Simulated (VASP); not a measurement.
# Ag (Fm-3m) in VASP: single point with PBE

Aim: the single point of Ag with PBE.

Everything below comes from runs of VASP 6.6.1. Logs are shortened: lines on timing, memory, paths and dates and some standing lists are left out, and cuts for length are marked.

**1. Starting point**

It takes space group Fm-3m (No. 225, cubic). Conventional cell: a = 4.146 Å, b = 4.146 Å, c = 4.146 Å, α = 90.00°, β = 90.00°, γ = 90.00°. Ag (site symmetry m-3m) is surrounded by 12 Ag at 2.93 Å.

**2. Single point, PBE**

Contents of INCAR:

```
SYSTEM = Ag
PREC = Accurate ; ENCUT = 520
EDIFF = 1E-7 ; ISMEAR = 1
SIGMA = 0.1 ; LREAL = .False.
LASPH = .True. ; NELM = 80
ALGO = Normal ; ISIF = 2
LWAVE = .False. ; LCHARG = .False.
GGA = PE ; ICORELEVEL = 1
```

Contents of KPOINTS:

```
Automatic mesh
0
Gamma
  13 9 36
  0 0 0
```

Contents of POSCAR:

```
Ag
1.0
    2.9314808700      0.0000000000      0.0000000000
    0.0000000000      4.1457400000      0.0000000000
    1.4657404300      2.0728700000      1.4657404300
Ag
1
Direct
    0.0000000000      0.0000000000      0.0000000000
```

Potentials or basis: VASP PAW PBE potentials, release 64 (Ag).

On the command line:

```bash
> cat potpaw_PBE.64/Ag/POTCAR > POTCAR
> mpirun -np 1 vasp_std > vasp.out
```

OUTCAR:

```text
SYSTEM = Ag
   PREC = Accurate
   ENCUT = 520
   EDIFF = 1E-7
   ISMEAR = 1
   LREAL = .False.
   LASPH = .True.
   NELM = 80
   ISIF = 2
   GGA = PE

 ion  position               nearest neighbor table
   1  0.000  0.000  0.000-

  LATTYP: Found a face centered cubic cell.
 ALAT       =     4.1457400021

  Lattice vectors:

 A1 = (   1.4657404400,  -2.0728700000,  -1.4657404300)
 A2 = (   2.9314808700,   0.0000000000,   0.0000000000)
 A3 = (   1.4657404300,  -2.0728700000,   1.4657404300)

Analysis of symmetry for initial positions (statically):
=====================================================================
 Subroutine PRICEL returns:
 Original cell was already a primitive cell.

 Routine SETGRP: Setting up the symmetry group for a
 face centered cubic supercell.

 Subroutine GETGRP returns: Found 48 space group operations
 (whereof 48 operations were pure point group operations)
 out of a pool of 48 trial point group operations.

The static configuration has the point symmetry O_h .

Analysis of symmetry for dynamics (positions and initial velocities):
=====================================================================
 Subroutine PRICEL returns:
 Original cell was already a primitive cell.

 Routine SETGRP: Setting up the symmetry group for a
 face centered cubic supercell.

 Subroutine GETGRP returns: Found 48 space group operations
 (whereof 48 operations were pure point group operations)
 out of a pool of 48 trial point group operations.

The dynamic configuration has the point symmetry O_h .

 Subroutine INISYM returns: Found 48 space group operations
 (whereof 48 operations are pure point group operations),
 and found     1 'primitive' translations

----------------------------------------------------------------------------------------

                                     Primitive cell

  volume of cell :      17.8134

  direct lattice vectors                    reciprocal lattice vectors
     2.931480870  0.000000000  0.000000000     0.341124518  0.000000000 -0.341124518
     0.000000000  4.145740000  0.000000000     0.000000000  0.241211460 -0.341124520
     1.465740430  2.072870000  1.465740430     0.000000000  0.000000000  0.682249039

  length of vectors
     2.931480870  4.145740000  2.931480864     0.482422920  0.417790506  0.682249039

  position of ions in fractional coordinates (direct lattice)
     0.000000000  0.000000000  0.000000000

  ion indices of the primitive-cell ions
   primitive index   ion index
                 1           1

----------------------------------------------------------------------------------------

 KPOINTS: Automatic mesh

Automatic generation of k-mesh.
 Grid dimensions read from file:
 generate k-points for:   13    9   36

 Generating k-lattice:

  Cartesian coordinates                     Fractional coordinates (reciprocal lattice)
     0.026240348  0.000000000 -0.026240348     0.076923077  0.000000000  0.000000000
     0.000000000  0.026801273 -0.037902724     0.000000000  0.111111111  0.000000000
     0.000000000  0.000000000  0.018951362     0.000000000  0.000000000  0.027777778

  Length of vectors
     0.037109455  0.046421167  0.018951362

  Shift w.r.t. Gamma in fractional coordinates (k-lattice)
     0.000000000  0.000000000  0.000000000

 -----------------------------------------------------------------------------
|                                                                             |
|           W    W    AA    RRRRR   N    N  II  N    N   GGGG   !!!           |
|           W    W   A  A   R    R  NN   N  II  NN   N  G    G  !!!           |
|           W    W  A    A  R    R  N N  N  II  N N  N  G       !!!           |
|           W WW W  AAAAAA  RRRRR   N  N N  II  N  N N  G  GGG   !            |
|           WW  WW  A    A  R   R   N   NN  II  N   NN  G    G                |
|           W    W  A    A  R    R  N    N  II  N    N   GGGG   !!!           |
|                                                                             |
|     Your reciprocal lattice and k-lattice belong to different lattice       |
|     classes:                                                                |
|                                                                             |
|        The reciprocal lattice is body-centered cubic,                       |
|        whereas your k-lattice is simple monoclinic.                         |
|                                                                             |
|     Results are often still useful ...                                      |
|                                                                             |
 -----------------------------------------------------------------------------

 WARNING: IBZKPT: internal override: KBLOWUP is changed to .FALSE.
      ... skipping the blow-up phase ...

 Subroutine IBZKPT returns following result:
 ===========================================

 Found   1175 irreducible k-points:

 Following reciprocal coordinates:
            Coordinates               Weight
  0.000000  0.000000  0.000000      1.000000
  0.076923  0.000000  0.000000      2.000000
  0.153846  0.000000  0.000000      2.000000
  0.230769  0.000000  0.000000      2.000000
  0.307692  0.000000  0.000000      2.000000
  0.384615  0.000000  0.000000      2.000000
[... 16 lines left out ...]
  0.153846  0.222222 -0.000000      4.000000
  0.230769  0.222222  0.000000      4.000000
 [... further k-points ...]
   k-points           NKPTS =   1175   k-points in BZ     NKDIM =   1175   number of bands    NBANDS=      9
   number of dos      NEDOS =    301   number of ions     NIONS =      1
   total plane-waves  NPLWV =  18432
   dimension x,y,z NGX =    24 NGY =   32 NGZ =   24
   dimension x,y,z NGXF=    48 NGYF=   64 NGZF=   48
   ions per type =               1
   NGX,Y,Z   is equivalent  to a cutoff of  13.61, 12.83, 13.61 a.u.
   NGXF,Y,Z  is equivalent  to a cutoff of  27.22, 25.66, 27.22 a.u.
 SYSTEM =  Ag
   PREC   = accura    normal or accurate (medium, high low for compatibility)
   ISTART =      0    job   : 0-new  1-cont  2-samecut
   ICHARG =      2    charge: 1-file 2-atom 10-const
   ISPIN  =      1    spin polarized calculation?
   LNONCOLLINEAR =      F non collinear calculations
   LSORBIT =      F    spin-orbit coupling
   LASPH  =      T    aspherical Exc in radial PAW
   ENCUT  =  520.0 eV  38.22 Ry    6.18 a.u.   5.45  7.71  5.45*2*pi/ulx,y,z
   NELM   =     80;   NELMIN=  2; NELMDL= -5     # of ELM steps
   EDIFF  = 0.1E-06   stopping-criterion for ELM
   LREAL  =      F    real-space projection
   EDIFFG = 0.1E-05   stopping-criterion for IOM
   NSW    =      0    number of steps for IOM
   IBRION =     -1    ionic relax: 0-MD 1-quasi-New 2-CG
   NFREE  =      0    steps in history (QN), initial steepest desc. (CG)
   ISIF   =      2    stress and relaxation
   ISYM   =      2    0-nonsym 1-usesym 2-fastsym
   POTIM  = 0.5000    time-step for ionic-motion
   TEBEG  =    0.0;   TEEND  =   0.0 temperature during run
   PSTRESS=    0.0 pullay stress
   NELECT =      11.0000    total number of electrons
   NUPDOWN=      -1.0000    fix difference up-down
   EMIN   =  10.00;   EMAX   =-10.00  energy-range for DOS
   EFERMI =   0.00;   METHOD = LEGACY
   ISMEAR =     1;   SIGMA  =   0.10  broadening in eV -4-tet -1-fermi 0-gaus
   EFERMI_NEDOS =   21; number of points for ismear=-14 and -15
   IALGO  =     38    algorithm
   IMIX   =      4    mixing-type and parameters
     AMIX     =   0.40;   BMIX     =  1.00
     AMIX_MAG =   1.60;   BMIX_MAG =  1.00
  volume/ion in A,a.u.               =      17.81       120.21
  Fermi-wavevector in a.u.,A,eV,Ry     =   1.394088  2.634445 26.442686  1.943483
  Thomas-Fermi vector in A             =   2.517671
   LORBIT       =      0    0 simple, 1 ext, 2 COOP (PROOUT), +10 PAW based schemes
   GGA     = PE    functional components
   LHFCALC =     F    Hartree Fock is set to
   AEXX    =    0.0000 exact exchange contribution
   IVDW    =     0    specifies the selected vdW correction
   LEPSILON=     F    determine dielectric tensor
   LRPA    =     F    only Hartree local field effects (RPA)
 non-spin polarized calculation
 Methfessel and Paxton  Order N= 1 SIGMA  =   0.10
  energy-cutoff  :      520.00
  volume of cell :       17.81
 maximum number of plane-waves:       531
 NGX is ok and might be reduce to    24
   NGX = 11   NGY = 15   NGZ = 11

 number of electron      11.0000001 magnetization

 Free energy of the ion-electron system (eV)
  ---------------------------------------------------
  ext. energy  EPLUGINS =         0.00000000
  ---------------------------------------------------
  free energy    TOTEN  =        -2.71764531 eV

  energy without entropy =       -2.71750638  energy(sigma->0) =       -2.71759900

 the core state eigenenergies are
   1-  1s -25314.3658  2s  -3718.0314  2p  -3333.5366  3s   -672.9150  3p   -546.6816
       3d   -347.7668  4s    -84.1088  4p    -47.5620

 E-fermi :   7.9020     XC(G=0): -11.9503

 val. band max:        7.8992559904   @ k =  -0.3846   0.4444   0.1389
 cond. band min:       7.9080924964   @ k =   0.1538  -0.1111   0.2778
 fundamental gap:      0.0088365060
 Fermi energy:         7.9020439780

 k-point     1 :       0.0000    0.0000    0.0000
  band No.  band energies     occupation
      1       0.3848      2.00000
      2       3.1829      2.00000
      3       3.1829      2.00000
      4       3.1829      2.00000
      5       4.1390      2.00000
      6       4.1390      2.00000
      7      23.7594      0.00000
      8      27.0787      0.00000
      9      27.0787      0.00000

 k-point     2 :       0.0769    0.0000    0.0000
  band No.  band energies     occupation
      1       0.6220      2.00000
      2       3.0942      2.00000
      3       3.2665      2.00000
      4       3.2665      2.00000
      5       4.0523      2.00000
      6       4.1775      2.00000
      7      23.8146      0.00000
      8      26.2319      0.00000
      9      26.4177      0.00000
[... 253 lines left out ...]
 k-point    24 :       0.2308    0.2222    0.0000
  band No.  band energies     occupation
      1       2.1506      2.00000
      2       2.6998      2.00000
      3       3.6017      2.00000
      4       3.9112      2.00000
      5       4.9153      2.00000
      6       7.5756      2.00004
      7      14.9218      0.00000
      8      19.9373      0.00000
      9      21.2665      0.00000

 [... further k-points ...]

------------------------ aborting loop because EDIFF is reached ----------------------------------------

  FORCE on cell =-STRESS in cart. coord.  units (eV):
  Direction    XX          YY          ZZ          XY          YZ          ZX
  --------------------------------------------------------------------------------------
  -------------------------------------------------------------------------------------
  Total       -0.0004806     -0.0004806     -0.0004806     -0.0000000      0.0000000      0.0000000
  in kB       -0.0432292     -0.0432292     -0.0432292     -0.0000000      0.0000000      0.0000000
  external PRESSURE =      -0.0432292 kB  Pullay stress =       0.0000000 kB

 VOLUME and BASIS-vectors are now :
 -----------------------------------------------------------------------------
  energy-cutoff  :      520.00
  volume of cell :       17.81
      direct lattice vectors                 reciprocal lattice vectors
     2.931480870  0.000000000  0.000000000     0.341124518  0.000000000 -0.341124518
     0.000000000  4.145740000  0.000000000     0.000000000  0.241211460 -0.341124520
     1.465740430  2.072870000  1.465740430     0.000000000  0.000000000  0.682249039

 POSITION                                       TOTAL-FORCE (eV/Angst)
 -----------------------------------------------------------------------------------
      0.00000      0.00000      0.00000         0.000000      0.000000      0.000000
 -----------------------------------------------------------------------------------
    total drift:                               -0.000000     -0.000000     -0.000000

  FREE ENERGIE OF THE ION-ELECTRON SYSTEM (eV)
  ---------------------------------------------------
  free  energy   TOTEN  =        -2.7176453094 eV

  energy  without entropy=       -2.7175063817  energy(sigma->0) =       -2.71759900
```

It took 3.7 min on 1 thread of AMD EPYC 7R43 (Zen 3), shared host; peak memory 0.31 GiB.

What came out:

```yaml
Free_energy: -2.7176 eV
Pressure: 0.0 GPa
Band_gap_on_the_k_mesh: none (metal or under the smearing width)
```

Core levels (eV, on the scale of the bands):
| atom | levels |
| --- | --- |
| 1 Ag | 1s -25314.4, 2s -3718.0, 2p -3333.5, 3s -672.9, 3p -546.7, 3d -347.8, 4s -84.1, 4p -47.6 |
